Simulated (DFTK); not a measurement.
Here is a DFTK 0.8.2 calculation.

File run.jl:

```julia
using DFTK
using PseudoPotentialData
using Unitful, UnitfulAtomic
using LinearAlgebra, Printf
include("save.jl")
disable_threading()

# lattice vectors are the columns
lattice = austrip(1u"Å") * [  4.5998373239            0.0            0.0;
                      0.0   4.5998373239            0.0;
                      0.0            0.0     2.95921356]
symbols   = [:Ti, :Ti, :O, :O, :O, :O]
positions = [[-0.007152, 0.007574, 0.497422],
             [0.491873, 0.510615, -0.003465],
             [0.306536, 0.303542, 0.496389],
             [0.189269, 0.80785, 0.004857],
             [0.795515, 0.194159, 0.00703],
             [0.699096, 0.705666, 0.509897]]
pseudopotentials = PseudoFamily("dojo.nc.sr.pbesol.v0_4_1.standard.upf")
elements = Dict(s => ElementPsp(s, pseudopotentials) for s in unique(symbols))
atoms    = [elements[s] for s in symbols]

build_model(lattice, positions; symmetries=true) =
    model_DFT(lattice, atoms, positions;
              functionals=PBEsol(),
              temperature=austrip(0.05u"eV"),
              smearing=Smearing.FermiDirac(),
              symmetries)
Ecut  = 42.0  # hartree
kgrid = [6, 6, 9]
tol   = 1e-6
to_GPa = ustrip(uconvert(u"GPa", 1u"hartree/bohr^3"))

model = build_model(lattice, positions)
basis = PlaneWaveBasis(model; Ecut, kgrid)
display(basis)
scfres = self_consistent_field(basis;
                               tol,
                               nbandsalg=AdaptiveBands(model; n_bands_converge=30))
display(scfres.energies)
@printf "Fermi level: %.6f eV\n" ustrip(auconvert(u"eV", something(scfres.εF, NaN)))
forces = compute_forces_cart(scfres)
println("Forces (eV/Å)")
for (s, f) in zip(symbols, forces)
    @printf "%-3s %12.6f %12.6f %12.6f\n" s ustrip.(auconvert.(u"eV/Å", f))...
end
stress = compute_stresses_cart(scfres)
println("Stress (GPa)")
display(round.(stress * to_GPa; digits=4))
println("Levels at the first k-point (eV): ", round.(ustrip.(auconvert.(u"eV", scfres.eigenvalues[1][1:scfres.n_bands_converge])); digits=4))
save_scf!(scfres; forces, stress)
```

Potentials or basis: dojo.nc.sr.pbesol.v0_4_1.standard.upf (PBEsol).

Launch:

```sh
$ julia --threads=1 run.jl  # save.jl only writes the numbers to a file and isn't shown; printed stress counts tension as positive; times include loading and compiling
```

Task: What does it give for the band gap on the k mesh?

Result: 1.78 eV, indirect (least direct gap 1.80 eV).

Task: Estimate the largest force.

Result: 0.895 eV/Å.

Task: Estimate the pressure.

Result: -3.5 GPa.

Forces on the atoms (eV/Å):
```
Ti  -0.053  0.085  0.000
Ti   0.042 -0.090 -0.036
O    0.117  0.508  0.250
O    0.296 -0.170  0.003
O    0.208  0.305 -0.079
O   -0.610 -0.639 -0.139
```

Caveat: an odd mesh through Γ misses points on the zone boundary, where band edges often lie.
